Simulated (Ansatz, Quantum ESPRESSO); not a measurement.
This is a calculation of Si for Quantum ESPRESSO 7.5 (ASE script). 

File run.py:

```python
import numpy as np
from ase.calculators.espresso import Espresso, EspressoProfile
from ase.io import read

atoms = read('POSCAR')

input_data = {
    'control': {'calculation': 'scf', 'prefix': 'pwscf', 'outdir': './tmp', 'tprnfor': True, 'tstress': True, 'disk_io': 'nowf'},
    'system': {'ecutwfc': 55.0, 'ecutrho': 440.0, 'nbnd': 9, 'occupations': 'smearing', 'smearing': 'fd', 'degauss': 0.00367493},
    'electrons': {'conv_thr': 4e-10, 'electron_maxstep': 120, 'mixing_beta': 0.5},
}
pseudopotentials = {'Si': 'Si.pbe-n-rrkjus_psl.1.0.0.UPF'}
profile = EspressoProfile(command='pw.x', pseudo_dir='pseudo')
atoms.calc = Espresso(profile=profile, input_data=input_data, pseudopotentials=pseudopotentials, kpts=(8, 8, 8), koffset=(0, 0, 0))

print(f'energy {atoms.get_potential_energy():.8f} eV')
print('forces (eV/A)')
print(np.round(atoms.get_forces(), 6))
print('stress (eV/A^3, Voigt)')
print(np.round(atoms.get_stress(), 8))
print(f'Fermi level {atoms.calc.get_fermi_level():.4f} eV')
```

POSCAR

```
Si
1.0
    0.0000000000      2.7218511865      2.7218511865
    2.7218511865      0.0000000000      2.7218511865
    2.7218511865      2.7218511865      0.0000000000
Si
2
Direct
    0.5000000000      0.5000000000      0.5000000000
    0.7500000000      0.7500000000      0.7500000000
```

Potentials or basis: SSSP 1.3 efficiency PBE.

Launch:

```sh
$ OMP_NUM_THREADS=1 python run.py
```

Task: Set up the same calculation for Ansatz 0.2.0. Potentials or basis there: Ansatz PAW, cutoff 800 eV.

Result: As run (cutoffs and basis follow the program's own potentials, and thresholds, step limits or extra output files can differ):

input.yaml

```yaml
crystal:
  lattice:
    - [0.0, 2.7218511865, 2.7218511865]
    - [2.7218511865, 0.0, 2.7218511865]
    - [2.7218511865, 2.7218511865, 0.0]
  atoms:
    - { symbol: Si, position: [0.5, 0.5, 0.5] }
    - { symbol: Si, position: [0.75, 0.75, 0.75] }
hamiltonian:
  xc: pbe
  pseudopotentials: { kind: paw }
kpoints:
  mp_grid: { grid: [8, 8, 8] }
scf:
  occupations: { method: fermi_dirac, width: 0.05 }
basis:
  ecutwfc: "800 eV"
output:
  forces: true
  stress: true
  eigenvalues: true
```

Potentials or basis: Ansatz PAW.

Command:

```console
$ ansatz run input.yaml --threads 2 --pin off --max-ram 5120MiB --backend cpu --events-out ev --progress --plain --runs-dir out
```

Both were run:

|  | Quantum ESPRESSO | Ansatz |
| --- | --- | --- |
| Pressure | 1.3 GPa | 1.3 GPa |

Ansatz's pressure holds a Pulay term of +0.00 GPa for its cutoff of 800 eV, which the other run lacks.

Pressure is positive in compression.
